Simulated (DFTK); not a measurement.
Here is a DFTK 0.8.2 calculation.

File run.jl:

```julia
using DFTK
using PseudoPotentialData
using Unitful, UnitfulAtomic
using LinearAlgebra, Printf
include("save.jl")
disable_threading()

lines     = readlines("InP.xyz")
cell_ang  = reshape(parse.(Float64, split(match(r"Lattice=\"([^\"]+)\"", lines[2])[1])), 3, 3)
lattice   = austrip(1u"Å") * cell_ang
symbols   = [Symbol(split(l)[1]) for l in lines[3:end]]
positions = [round.(cell_ang \ parse.(Float64, split(l)[2:4]); digits=9) for l in lines[3:end]]
pseudopotentials = PseudoFamily("cp2k.nc.sr.lda.v0_1.largecore.gth")
elements = Dict(s => ElementPsp(s, pseudopotentials) for s in unique(symbols))
atoms    = [elements[s] for s in symbols]

build_model(lattice, positions; symmetries=true) =
    model_DFT(lattice, atoms, positions;
              functionals=LDA(),
              temperature=austrip(0.05u"eV"),
              smearing=Smearing.FermiDirac(),
              symmetries)
Ecut  = 35.0  # hartree
kgrid = [8, 8, 8]
tol   = 1e-6
to_GPa = ustrip(uconvert(u"GPa", 1u"hartree/bohr^3"))

model = build_model(lattice, positions)
basis = PlaneWaveBasis(model; Ecut, kgrid)
display(basis)
scfres = self_consistent_field(basis;
                               tol,
                               nbandsalg=AdaptiveBands(model; n_bands_converge=9))
display(scfres.energies)
@printf "Fermi level: %.6f eV\n" ustrip(auconvert(u"eV", something(scfres.εF, NaN)))
forces = compute_forces_cart(scfres)
println("Forces (eV/Å)")
for (s, f) in zip(symbols, forces)
    @printf "%-3s %12.6f %12.6f %12.6f\n" s ustrip.(auconvert.(u"eV/Å", f))...
end
stress = compute_stresses_cart(scfres)
println("Stress (GPa)")
display(round.(stress * to_GPa; digits=4))
println("Levels at the first k-point (eV): ", round.(ustrip.(auconvert.(u"eV", scfres.eigenvalues[1][1:scfres.n_bands_converge])); digits=4))
save_scf!(scfres; forces, stress)

points = Dict("G" => [0.0, 0.0, 0.0], "K" => [0.375, 0.375, 0.75], "L" => [0.5, 0.5, 0.5], "U" => [0.625, 0.25, 0.625], "W" => [0.5, 0.25, 0.75], "X" => [0.5, 0.0, 0.5])
segments = [("G", "X", 7), ("X", "W", 4), ("W", "K", 3), ("K", "G", 7), ("G", "L", 6), ("L", "U", 4), ("U", "W", 3), ("W", "L", 5), ("L", "K", 4), ("U", "X", 3)]
kcoords = vcat([[points[a] + t * (points[b] - points[a]) for t in range(0, 1, n)] for (a, b, n) in segments]...)
bands = compute_bands(scfres, ExplicitKpoints(kcoords); n_bands=11, tol=1e-5)
for (k, ε) in zip(bands.basis.kpoints, bands.eigenvalues)
    @printf "%d %8.4f %8.4f %8.4f " k.spin k.coordinate...
    println(join([@sprintf("%9.4f", e) for e in ustrip.(auconvert.(u"eV", ε .- scfres.εF))]))
end
results["band_energies"] = rows(bands.eigenvalues); results["band_kpoints"] = rows(kcoords)
```

The input InP.xyz:

```xyz
2
Lattice="0.0000000000 2.9305000000 2.9305000000 2.9305000000 0.0000000000 2.9305000000 2.9305000000 2.9305000000 0.0000000000" Properties=species:S:1:pos:R:3 pbc="T T T"
In     0.0000000000      0.0000000000      0.0000000000
P      4.3957500000      4.3957500000      4.3957500000
```

Potentials or basis: cp2k.nc.sr.lda.v0_1.largecore.gth (LDA, GTH, large core).

Launch:

```bash
$ julia --threads=1 run.jl  # save.jl only writes the numbers to a file and isn't shown; printed stress counts tension as positive; times include loading and compiling
```

What does it give for the band gap on the k mesh?

0.79 eV, direct.

Estimate the band gap along the path.

0.79 eV, direct.

Levels at the corners of the path, in eV from the valence-band top:
| point | band 1 | band 2 | band 3 | band 4 | band 5 | band 6 | band 7 | band 8 |
| --- | --- | --- | --- | --- | --- | --- | --- | --- |
| Γ | -11.41 | 0.00 | 0.00 | 0.00 | 0.79 | 4.13 | 4.13 | 4.13 |
| X | -9.27 | -5.77 | -2.26 | -2.26 | 1.72 | 2.25 | 9.37 | 9.64 |
| W | -9.22 | -5.59 | -2.95 | -2.86 | 4.34 | 4.55 | 5.62 | 6.17 |
| K | -9.30 | -5.61 | -3.28 | -1.89 | 2.35 | 4.50 | 7.60 | 7.69 |
| Γ | -11.41 | 0.00 | 0.00 | 0.00 | 0.79 | 4.13 | 4.13 | 4.13 |
| L | -9.90 | -5.72 | -0.93 | -0.93 | 1.52 | 4.84 | 4.84 | 7.22 |
| U | -9.30 | -5.61 | -3.28 | -1.89 | 2.35 | 4.50 | 7.60 | 7.69 |
| W | -9.22 | -5.59 | -2.95 | -2.86 | 4.34 | 4.55 | 5.62 | 6.17 |
| L | -9.90 | -5.72 | -0.93 | -0.93 | 1.52 | 4.84 | 4.84 | 7.22 |
| K | -9.30 | -5.61 | -3.28 | -1.89 | 2.35 | 4.50 | 7.60 | 7.69 |
| U | -9.30 | -5.61 | -3.28 | -1.89 | 2.35 | 4.50 | 7.60 | 7.69 |
| X | -9.27 | -5.77 | -2.26 | -2.26 | 1.72 | 2.25 | 9.37 | 9.64 |

Caveat: the cutoff is short for these potentials, so energies and forces aren't converged, fitted volumes are rough and the log's stress (off by 3 to 10 GPa or more in trials) isn't used; spin-orbit coupling is left out, which moves the levels of the heavy elements; this set keeps more shells in the core, which shifts pressures and gaps.

**What was measured.**

From a printed reference work, data compilation, for a bulk crystal of InP at 1.6 K: band gap 1.4236 eV (direct).

Measured gap of InP: 1.4236 eV (direct; 1.6 K; a printed reference work, data compilation). This calculation gives 0.79 eV (-0.63 eV). Spin-orbit coupling on In is left out. The value is that of LDA, without temperature or zero-point motion. Semilocal functionals fall short of measured gaps as a rule.
